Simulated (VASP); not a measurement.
# SiC (F-43m) in VASP: further runs, part 2 of 2

VASP 6.6.1. The steps go on from the part before.

### Step 3. Born charges and dielectric tensor, PBE

The input, INCAR:

```
SYSTEM = SiC
PREC = Accurate
ENCUT = 520
EDIFF = 1E-8
ISMEAR = 0
SIGMA = 0.02
LREAL = .FALSE.
LASPH = .TRUE.
NELM = 100
ALGO = Normal
ISIF = 2
LWAVE = .FALSE.
LCHARG = .FALSE.
GGA = PE
LEPSILON = .TRUE.
IBRION = 8
NSW = 1
```

The input, KPOINTS:

```
Automatic mesh
0
G
  4 4 4
  0 0 0
```

The input, POSCAR:

```
SiC                                     
1.0
    0.0000000000      2.1910157017      2.1910157017
    2.1910157017      0.0000000000      2.1910157017
    2.1910157017      2.1910157017      0.0000000000
  Si              C             
     1     1
Direct
     0.0000000000000000    0.0000000000000000    0.0000000000000000
     0.2500000000000000    0.2500000000000000    0.2500000000000000
```

Potentials or basis: VASP PAW PBE potentials, release 64 (Si, C).

On the command line:

```
$ cat potpaw_PBE.64/Si/POTCAR potpaw_PBE.64/C/POTCAR > POTCAR
$ mpirun -np 1 vasp_std > vasp.out
```

OUTCAR:

```text
SYSTEM = SiC
   PREC = Accurate
   ENCUT = 520
   EDIFF = 1E-8
   ISMEAR = 0
   LREAL = .FALSE.
   LASPH = .TRUE.
   NELM = 100
   ISIF = 2
   GGA = PE
   LEPSILON = .TRUE.
   IBRION = 8
   NSW = 1

 ion  position               nearest neighbor table
   1  0.000  0.000  0.000-   2 1.90   2 1.90   2 1.90   2 1.90
   2  0.250  0.250  0.250-   1 1.90   1 1.90   1 1.90   1 1.90

  LATTYP: Found a face centered cubic cell.
 ALAT       =     4.3820314034

  Lattice vectors:

 A1 = (   0.0000000000,   2.1910157017,   2.1910157017)
 A2 = (   2.1910157017,   0.0000000000,   2.1910157017)
 A3 = (   2.1910157017,   2.1910157017,   0.0000000000)

Analysis of symmetry for initial positions (statically):
=====================================================================
 Subroutine PRICEL returns:
 Original cell was already a primitive cell.

 Routine SETGRP: Setting up the symmetry group for a
 face centered cubic supercell.

 Subroutine GETGRP returns: Found 24 space group operations
 (whereof 24 operations were pure point group operations)
 out of a pool of 48 trial point group operations.

The static configuration has the point symmetry T_d .

Analysis of symmetry for dynamics (positions and initial velocities):
=====================================================================
 Subroutine PRICEL returns:
 Original cell was already a primitive cell.

 Routine SETGRP: Setting up the symmetry group for a
 face centered cubic supercell.
[... 330 lines left out ...]

 PIEZOELECTRIC TENSOR (including local field effects)  for field in x, y, z        (C/m^2)
          XX          YY          ZZ          XY          YZ          ZX
  --------------------------------------------------------------------------------
  x    -0.00000    -0.00000     0.00000     0.00000    -1.03991     0.00000
  y     0.00000     0.00000    -0.00000     0.00000     0.00000    -1.03991
  z    -0.00000     0.00000     0.00000    -1.03991     0.00000     0.00000

 BORN EFFECTIVE CHARGES (including local field effects) (in |e|, cummulative output)
 ---------------------------------------------------------------------------------
 ion    1
    1     2.90810    -0.00000     0.00000
    2    -0.00000     2.90810    -0.00000
    3    -0.00000    -0.00000     2.90810
 ion    2
    1    -2.90810     0.00000    -0.00000
    2     0.00000    -2.90810     0.00000
    3     0.00000     0.00000    -2.90810

 INTERNAL STRAIN TENSOR FOR ION    2 for displacements in x,y,z  (eV/Angst):
          X           Y           Z          XY          YZ          ZX
  --------------------------------------------------------------------------------
  x     0.00000     0.00000     0.00000     0.00000    -6.84445     0.00000
  y     0.00000     0.00000     0.00000     0.00000     0.00000    -6.84445
  z     0.00000     0.00000     0.00000    -6.84445     0.00000     0.00000

 SECOND DERIVATIVES (NOT SYMMETRIZED)
 ------------------------------------
               1X          1Y          1Z          2X          2Y          2Z
  1X   -18.633301    0.000000    0.000000   18.633301    0.000000    0.000000
  1Y     0.000000  -18.633301    0.000000    0.000000   18.633301    0.000000
  1Z     0.000000    0.000000  -18.633301    0.000000    0.000000   18.633301
  2X    18.641755    0.000000    0.000000  -18.641755    0.000000    0.000000
  2Y     0.000000   18.641755    0.000000    0.000000  -18.641755    0.000000
  2Z     0.000000    0.000000   18.641755    0.000000    0.000000  -18.641755

 Eigenvectors and eigenvalues of the dynamical matrix
 ----------------------------------------------------

   1 f  =   23.269570 THz   146.207018 2PiTHz  776.189293 cm-1    96.235164 meV
             X         Y         Z           dx          dy          dz
      0.000000  0.000000  0.000000     0.000000    0.547230    0.000000
      1.095508  1.095508  1.095508    -0.000000   -0.836982    0.000000
[... 21 lines left out ...]
   6 f/i=    0.002417 THz     0.015187 2PiTHz    0.080623 cm-1     0.009996 meV
             X         Y         Z           dx          dy          dz
      0.000000  0.000000  0.000000    -0.732644    0.404686    0.000000
      1.095508  1.095508  1.095508    -0.479013    0.264589    0.000000

--------------------------------------------------------------------------------------------------------

 MACROSCOPIC STATIC DIELECTRIC TENSOR IONIC CONTRIBUTION
 ------------------------------------------------------
           3.903284    -0.000000    -0.000000
          -0.000000     3.903284    -0.000000
          -0.000000    -0.000000     3.903284
 ------------------------------------------------------

 ELASTIC MODULI CONTR FROM IONIC RELAXATION (kBar)
 Direction    XX          YY          ZZ          XY          YZ          ZX
 --------------------------------------------------------------------------------
 XX          -0.0000     -0.0000     -0.0000      0.0000      0.0000      0.0000
 YY          -0.0000     -0.0000     -0.0000      0.0000      0.0000     -0.0000
 ZZ          -0.0000     -0.0000     -0.0000      0.0000      0.0000      0.0000
 XY           0.0000      0.0000      0.0000   -171.8920      0.0000      0.0000
 YZ           0.0000      0.0000      0.0000      0.0000   -171.8920      0.0000
 ZX           0.0000     -0.0000      0.0000      0.0000      0.0000   -171.8920
 --------------------------------------------------------------------------------

 PIEZOELECTRIC TENSOR IONIC CONTR  for field in x, y, z        (C/m^2)
          XX          YY          ZZ          XY          YZ          ZX
  --------------------------------------------------------------------------------
  x    -0.00000    -0.00000    -0.00000    -0.00000     0.77075    -0.00000
  y    -0.00000     0.00000    -0.00000    -0.00000    -0.00000     0.77075
  z    -0.00000    -0.00000    -0.00000     0.77075    -0.00000    -0.00000
```

OSZICAR:

```text
N       E                     dE             d eps       ncg     rms          rms(c)
DAV:   1     0.547582765080E+01    0.54758E+01   -0.41106E+03   128   0.822E+02
DAV:   2    -0.165169086357E+02   -0.21993E+02   -0.21987E+02   184   0.103E+02
DAV:   3    -0.168150545294E+02   -0.29815E+00   -0.29815E+00   128   0.169E+01
[... 12 lines left out ...]
RMM:   8    -0.125457341750E+00   -0.15552E-05   -0.52637E-08   470   0.292E-04    0.422E-05
RMM:   9    -0.125456943525E+00    0.39823E-06   -0.36417E-08   479   0.761E-05    0.126E-05
RMM:  10    -0.125457034376E+00   -0.90851E-07    0.41655E-08   487   0.312E-05    0.368E-06
RMM:  11    -0.125457053055E+00   -0.18678E-07    0.19660E-08   484   0.595E-06    0.114E-06
RMM:  12    -0.125457041223E+00    0.11831E-07    0.63881E-09   409   0.239E-06    0.208E-07
RMM:  13    -0.125457040198E+00    0.10249E-08    0.32166E-11   185   0.636E-07    0.474E-08
 Linear response finished
```

stdout:

```text
POSCAR found type information on POSCAR SiC
 POSCAR found :  2 types and       2 ions
 scaLAPACK will be used
 LDA part: xc-table for (Slater+PW92), standard interpolation
 POSCAR, INCAR and KPOINTS ok, starting setup
 FFT: planning ... GRIDC
 FFT: planning ... GRID_SOFT
 FFT: planning ... GRID
 WAVECAR not read
 entering main loop
[... 23 lines left out ...]
  Direction:   3
 dielectric tensor                  component  3 :     2.188     2.035     9.486
 Linear response DOF=           2
 Linear response progress:
 first order change of Fermi-energy   0.17715E-04
 force on displaced ion       1 direction 1 : -18.633  -0.000  -0.000
 Born effective charge ion    1 direction 1 :   2.375   0.000   0.000
 Linear response progress:
 first order change of Fermi-energy   0.23891E-03
 force on displaced ion       2 direction 1 : -18.642  -0.000  -0.000
 Born effective charge ion    2 direction 1 :  -3.443   0.000   0.000
 Born effective charges drift removed
 Linear response finished
```

Run time: 40 s. Hardware: 1 thread of Intel Xeon Platinum 8259CL at 2.50GHz (Skylake/Cascade Lake), shared host; peak memory 0.14 GiB.

Results:

| Item | Value |
| --- | --- |
| Band gap on the k mesh | 1.33 eV, indirect (least direct gap 4.50 eV) |
| Electronic dielectric tensor (diagonal) | 9.49 |
| Born charges (mean of the diagonal) | Si +2.91; C -2.91 e |
| Highest phonon frequency at Γ, LO-TO splitting left out | 776 cm⁻¹ |

Levels at points of the mesh, in eV from the valence-band top:
| k point | band 1 | band 2 | band 3 | band 4 | band 5 | band 6 | band 7 | band 8 |
| --- | --- | --- | --- | --- | --- | --- | --- | --- |
| (0.00, 0.00, 0.00) | -15.30 | 0.00 | 0.00 | 0.00 | 6.03 | 7.14 | 7.14 | 7.14 |
| (0.50, 0.00, 0.00) | -11.78 | -8.48 | -1.05 | -1.05 | 5.26 | 7.11 | 7.11 | 9.94 |
| (0.50, 0.50, 0.00) | -10.34 | -7.77 | -3.17 | -3.17 | 1.33 | 4.22 | 13.82 | 13.82 |

Phonon frequencies in cm⁻¹ (negative: imaginary):
```
              q point        frequencies
(0.000, 0.000, 0.000)  0 0 0 776 776 776
```

Electronic dielectric tensor:
```
9.49 0.00 0.00
0.00 9.49 0.00
0.00 0.00 9.49
```

Born effective charge tensors (e):
atom 1, Si
```
2.91 0.00 0.00
0.00 2.91 0.00
0.00 0.00 2.91
```
atom 2, C
```
-2.91  0.00  0.00
 0.00 -2.91  0.00
 0.00  0.00 -2.91
```

Caveat: the k mesh is coarse (spacing up to 0.62 Å⁻¹), so the values aren't converged. A k mesh can miss the band edges.
